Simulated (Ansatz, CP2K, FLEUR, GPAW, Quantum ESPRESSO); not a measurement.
**One calculation of Co, 5 ways**

```
Co
1.0
     2.47200    0.00000    0.00000
    -1.23600    2.14081    0.00000
     0.00000    0.00000    4.02114
Co
2
Direct
  0.66667 0.33333 0.75000
  0.33333 0.66667 0.25000
```

Alike in all runs: task band structure; functional LDA; k mesh 12 × 12 × 7; occupations fermi-dirac, width 0.05 eV; collinear spin, ferromagnetic start; no spin-orbit coupling. LDA stands for any of its common fits. Pressure is positive in compression and, in plane waves, holds the error of the finite cutoff.

```tsv
program and potentials	plane-wave cutoff (eV)	notes	pressure (GPa)	net moment per atom (μB)
Ansatz, all-electron LAPW, scalar-relativistic	-	-	?	?
CP2K, GTH_POTENTIALS Co GTH-PADE-q17; TZVP-MOLOPT-PBE-GTH basis	-	atomic basis; 17 valence electrons an atom on average	-14.24	1.65
Quantum ESPRESSO, PseudoDojo 0.4.1 SR LDA standard	1306	17 valence electrons an atom on average	-15.07	1.53
GPAW, the program's PAW data sets (release 1.2.1) made for this functional	600	9 valence electrons an atom on average	-14.29	1.54
FLEUR, all-electron, FLAPW	-	-	-	1.55
```

Estimate from the other rows what the run with Ansatz, all-electron LAPW, scalar-relativistic gave.

Pressure -14.76 GPa; net moment per atom 1.55 μB. The other rows, which needn't bracket it: pressure -15.07 to -14.24; net moment per atom 1.53 to 1.65.
